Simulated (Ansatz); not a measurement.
A free-standing 2H monolayer of MoS₂, relaxed with r2SCAN: 5 runs in Ansatz, each a calculation of independent-particle optics. The sheet's in-plane cell has a = 3.184 Å, b = 3.184 Å (γ = 120.0°), and its outermost atoms lie 3.10 Å apart along the normal. Mo has 6 S at 2.41 Å; S has 3 Mo at 2.41 Å. No spin polarisation and no zero-point or thermal motion.

```yaml
crystal:
  lattice:
    - [3.18388, 0.00000, 0.00000]
    - [-1.59194, 2.75732, 0.00000]
    - [0.00000, 0.00000, 30.57252]
  atoms:
    - { symbol: Mo, position: [0.33333, 0.66667, 0.29438] }
    - { symbol: S, position: [0.66667, 0.33333, 0.34516] }
    - { symbol: S, position: [0.66667, 0.33333, 0.24360] }
```
Two periodic directions, a and b.

On meshes this coarse, single peaks can be features of the mesh. No local fields, no excitons; the zone sum runs over the cells of the mesh, and ε∞ includes the bands left out of the spectrum. Up to four peaks are listed, those above 15 % of the tallest and inside the complete range; the four can differ from row to row. Rows marked drawn have settings drawn at random (some not listed).

| functional | k mesh | broadening (eV) | scissors (eV) | range (eV) | settings | direct gap on the mesh before scissors (eV) | ε∞ xx | ε∞ yy | ε∞ zz | complete up to (eV) | tallest peaks of mean ε₂ (eV) |
| --- | --- | --- | --- | --- | --- | --- | --- | --- | --- | --- | --- |
| PBE | 9×9×1 | 0.1 | 0.00 | 0–13 | chosen | 1.66 | 4.01 | 4.01 | 2.47 | 13.0 | 2.85 3.55 4.15 4.40 |
| r2SCAN | 9×9×1 | 0.1 | 0.00 | 0–13 | chosen | 1.76 | 3.77 | 3.77 | 2.36 | 13.0 | 3.05 3.90 4.40 4.70 |
| PBE | 9×9×1 | 0.1 | 0.46 (to HSE06) | 0–13 | chosen | 1.66 | 3.66 | 3.66 | 2.37 | 13.0 | 3.35 4.00 4.60 4.85 |
| r2SCAN | 6×6×1 | 0.03 | 1.00 | 0.5–20 | drawn | 1.76 | 3.19 | 3.19 | 2.18 | 20.0 | 4.00 4.80 5.60 6.40 |
| r2SCAN | 6×6×1 | 0.15 | 0.30 | 0–10 | drawn | 1.76 | 3.57 | 3.57 | 2.30 | 10.0 | 3.35 4.20 5.00 5.75 |

A sheet's ε refers to the whole height of the cell: ε − 1 falls as one over that height, zz lacks the depolarisation, and means are over the plane.

The fundamental gap is indirect (1.59 eV with PBE on 9×9×1); the table holds the direct one. The two differ by only 0.07 eV.

Spin-orbit coupling is left out.
